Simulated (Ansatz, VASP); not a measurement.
**One calculation of Sb, two programs**

Contents of INCAR:

```
PREC = Accurate ; ENCUT = 520
EDIFF = 1E-6 ; ISMEAR = -1
SIGMA = 0.05 ; LREAL = F
LASPH = T ; NELM = 60
ALGO = Normal ; ISIF = 2
LWAVE = F ; LCHARG = T
GGA = PE ; LELF = T
LVHAR = T ; NBANDS = 12
```

File KPOINTS:

```
regular mesh
0
Gamma
  4 4 4
```

File POSCAR:

```
Sb
1.0
    2.1542000000      1.2437279499      3.7580000000
   -2.1542000000      1.2437279499      3.7580000000
    0.0000000000     -2.4874558998      3.7580000000
Sb
2
Direct
    0.7665100000      0.7665100000      0.7665100000
    0.2334900000      0.2334900000      0.2334900000
```

Contents of input.yaml:

```yaml
crystal:
  lattice:
    - [2.1542, 1.2437279499, 3.758]
    - [-2.1542, 1.2437279499, 3.758]
    - [0.0, -2.4874558998, 3.758]
  atoms:
    - { symbol: Sb, position: [0.76651, 0.76651, 0.76651] }
    - { symbol: Sb, position: [0.23349, 0.23349, 0.23349] }
hamiltonian:
  xc: pbe
  pseudopotentials: { kind: paw }
kpoints:
  mp_grid: { grid: [4, 4, 4] }
  band_path:
    path:
      - [[0.0, 0.0, 0.0], [0.5, 0.0, 0.0], [0.5, 0.2396873643, -0.2396873643]]
      - [[0.7603126357, 0.5, 0.2396873643], [0.5, 0.5, 0.5], [0.0, 0.0, 0.0], [0.3698436821, 0.0, -0.3698436821]]
      - [[0.6301563179, 0.3698436821, 0.0], [0.5, 0.5, 0.0], [0.6301563179, 0.6301563179, 0.2396873643], [0.5, 0.5, 0.5]]
      - [[0.5, 0.0, 0.0], [0.7603126357, 0.3698436821, 0.3698436821]]
    npoints: 14
scf:
  occupations: { method: fermi_dirac, width: 0.05 }
  n_extra_bands: 6
output:
  forces: true
  stress: true
  eigenvalues: true
  fatbands: false
```

Alike in both runs: functional PBE; k mesh 4 × 4 × 4; occupations fermi-dirac, width 0.05 eV; no spin polarisation.

|  | VASP | Ansatz |
| --- | --- | --- |
| version | VASP 6.6.1 | Ansatz 0.2.0 |
| potentials or method | VASP PAW PBE potentials, release 64 (Sb) | Ansatz PAW |
| plane-wave cutoff (eV) | 520 | 420 |
| valence electrons in the cell | 10 | 30 |
| task | single point | band structure |

```tsv
	VASP	Ansatz	Ansatz less VASP
gap on the k mesh at the Fermi level (eV)	0.10	0.12	+0.021
least direct gap on the mesh (eV)	0.10	0.12	+0.021
pressure (GPa)	2.8	2.7	-0.07
largest component of the traceless stress (GPa)	0.92	0.88	-0.039
rms of the force components (eV/Å)	0.023	0.041	+0.0177
```

Atom by atom the forces differ by 0.018 eV/Å (rms over components). With one functional, cell and mesh, what is left measures potentials, basis and numerics. The two sets of potentials don't hold the same shells in valence.

Caveats: the k mesh is coarse (spacing up to 0.44 Å⁻¹), so the values aren't converged; spin-orbit coupling is left out, which moves the levels of the heavy elements.
